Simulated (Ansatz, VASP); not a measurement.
Be2C in VASP and in Ansatz

File INCAR:

```
PREC = Accurate
ENCUT = 520
EDIFF = 1E-7
ISMEAR = -1
SIGMA = 0.05
LREAL = F
LASPH = T
NELM = 80
ALGO = Normal
ISIF = 2
LWAVE = F
LCHARG = F
GGA = PE
NBANDS = 11
```

Contents of KPOINTS:

```
regular mesh
0
Gamma
  11 11 11
```

POSCAR

```
Be2C
1.0
    0.0000000000      2.1650000000      2.1650000000
    2.1650000000      0.0000000000      2.1650000000
    2.1650000000      2.1650000000      0.0000000000
C Be
1 2
Direct
   -0.0027900000      0.0013530000      0.0132930000
    0.7477680000      0.7599200000      0.7585800000
    0.2536570000      0.2507610000      0.2531410000
```

Contents of input.yaml:

```yaml
crystal:
  lattice:
    - [0.0, 2.165, 2.165]
    - [2.165, 0.0, 2.165]
    - [2.165, 2.165, 0.0]
  atoms:
    - { symbol: C, position: [-0.00279, 0.001353, 0.013293] }
    - { symbol: Be, position: [0.747768, 0.75992, 0.75858] }
    - { symbol: Be, position: [0.253657, 0.250761, 0.253141] }
hamiltonian:
  xc: pbe
  pseudopotentials: { kind: paw }
kpoints:
  mp_grid: { grid: [11, 11, 11] }
scf:
  occupations: { method: fermi_dirac, width: 0.05 }
output:
  forces: true
  stress: true
  eigenvalues: true
```

Change from the starting cell: atoms moved at random, drawn with an rms of 0.05 Å.

Alike in both runs: task single point; functional PBE; k mesh 11 × 11 × 11; occupations fermi-dirac, width 0.05 eV; no spin polarisation.

|  | VASP | Ansatz |
| --- | --- | --- |
| version | VASP 6.6.1 | Ansatz 0.2.0 |
| potentials or method | VASP PAW PBE potentials, release 64 (C, Be) | Ansatz PAW |
| plane-wave cutoff (eV) | 520 | 420 |
| valence electrons in the cell | 8 | 8 |

Ansatz gave:

```
gap on the k mesh at the Fermi level (eV)       : 1.17
least direct gap on the mesh (eV)               : 4.04
pressure (GPa)                                  : -0.1
largest component of the traceless stress (GPa) : 0.52
rms of the force components (eV/Å)              : 0.146
```

Problem. Estimate VASP's values.

Solution. gap on the k mesh at the Fermi level (eV): 1.16; least direct gap on the mesh (eV): 4.03; pressure (GPa): 0.3; largest component of the traceless stress (GPa): 0.50; rms of the force components (eV/Å): 0.147.

Atom by atom the forces differ by 0.001 eV/Å (rms over components). The functional is the same, so the differences come from potentials, cutoffs and numerics.

Caveats: an odd mesh through Γ misses points on the zone boundary, where band edges often lie (VASP); odd divisions of the mesh miss points on the zone boundary, where band edges often lie, so the gap on the mesh can be too wide (Ansatz).
